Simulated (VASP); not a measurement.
**Results of a VASP single-point calculation on KBr (strained rocksalt)**

POSCAR

```
K  Br
 1.0000000000000000
     0.0000000000000000    3.3022478200999998    3.3022478200999998
     3.2210125236999998    0.0000000000000000    3.3022478200999998
     3.2210125236999998    3.3022478200999998    0.0000000000000000
 K   Br
   1   1
Cartesian
  0.0000000000000000  0.0000000000000000  0.0000000000000000
  3.2210125236999998  3.3022478200999998  3.3022478200999998
```

```
gap between bands v and c : 5.13 eV
least direct gap          : 5.13 eV
```

Band v is the last that the valence electrons fill when counted band by band, and c is the next. Levels in eV from the top of v:

```
point    v−1      v     c   c+1
    Γ  -0.02   0.00  5.13  8.17
    X  -0.30  -0.29  6.34  8.10
    K  -0.67  -0.35  7.13  9.10
    L  -0.36  -0.36  7.17  8.94
    W  -0.63  -0.59  8.01  8.01
```

**Question.** Which of these levels of theory gave these results?
A. r²SCAN
B. HSE06
C. PBE with spin–orbit coupling
D. PBEsol
E. PBE
F. PBE0
G. LDA

**Answer.** A.

The INCAR was:

```
NSW = 0
LWAVE = .FALSE.
LCHARG = .TRUE.
PREC = Accurate
ENCUT = 520
EDIFF = 1E-7
ISIF = 2
NELM = 120
LASPH = .TRUE.
LREAL = .FALSE.
ALGO = Normal
NBANDS = 15
ISMEAR = 0
IBRION = -1
METAGGA = R2SCAN
LELF = .TRUE.
SIGMA = 0.01
```
